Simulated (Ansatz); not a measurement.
Runs of Ansatz 0.2.0 on Si. The structure is hexagonal, space group P6/mmm (No. 191). Conventional cell: a = 2.621 Å, b = 2.621 Å, c = 2.466 Å, α = 90.00°, β = 90.00°, γ = 120.00°. Si (site symmetry 6/mmm) is surrounded by 8 Si at 2.47 to 2.62 Å. This isn't the form of Si at room conditions, which is diamond.

```tsv
task	level	k mesh	atoms under strain	screening (1/Å)	share of exact exchange	mesh quality	gap on the mesh (eV)	pressure (GPa)
elastic constants	LDA	9 × 9 × 8	relaxed	-	-	not flagged	none	-1.7
phonons	PBE	9 × 9 × 8	-	-	-	not flagged	none	-
single point	HSE06 form with a typed share of exact exchange	6 × 6 × 6	-	0.2	0.25	coarse	none	2.6
single point	HSE06 form with a typed share of exact exchange	6 × 6 × 6	-	0.4	0.25	coarse	none	(a)
single point	HSE06 form with a typed share of exact exchange	6 × 6 × 6	-	0.6	0.25	coarse	none	3.3
```

Alike in all rows: potentials or basis Ansatz PAW; no spin polarisation; cell as given; cutoff (eV) 420; smearing fermi-dirac 0.05 eV.

Question: Fill in the values left out.

Answer: (a) 2.9.

Caveats: some runs use coarse meshes; the PAW data sets come from PBE, with cores solved anew for the run's functional, which leaves a small shift of forces and pressure (some runs); the thresholds are loose for stress (some runs); the elastic tensor has a negative eigenvalue, so either the cell is unstable as it stands or the mesh is too thin (some runs).

A gap of «none» marks a metal or a gap under the smearing width.
